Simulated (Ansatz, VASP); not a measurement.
## Pt: VASP beside Ansatz

```
Pt
1.0
     3.88906    0.00000    0.00000
    -1.94453    3.36802    0.00000
     0.00000    0.00000    2.85892
Pt
2
Direct
  0.33333 0.66667 0.25000
  0.66667 0.33333 0.75000
```

Alike in both runs: task relaxation of cell and atoms; functional PBE; k mesh 18 × 18 × 20; occupations gaussian, width 0.1 eV; no spin polarisation.

|  | VASP | Ansatz |
| --- | --- | --- |
| version | VASP 6.6.1 | Ansatz 0.2.0 |
| potentials or method | VASP PAW PBE potentials, release 64 (Pt) | scalar-relativistic, plane waves, PAW |
| plane-wave cutoff (eV) | 600 | 420 |
| valence electrons in the cell | 20 | 36 |

|  | VASP | Ansatz | Ansatz less VASP |
| --- | --- | --- | --- |
| gap on the k mesh at the Fermi level, each at its own relaxed structure (eV) | none | none | - |
| relaxed volume (Å³/atom) | 18.69 | 18.72 | +0.029 |
| relaxed cell length with the largest relative difference (Å) | 2.864 | 2.868 | +0.0032 |

A gap of «none» marks a metal or a gap that the smearing closes. The two sets of potentials don't hold the same shells in valence.

The runs have no spin-orbit coupling, so splittings on Pt are missing.
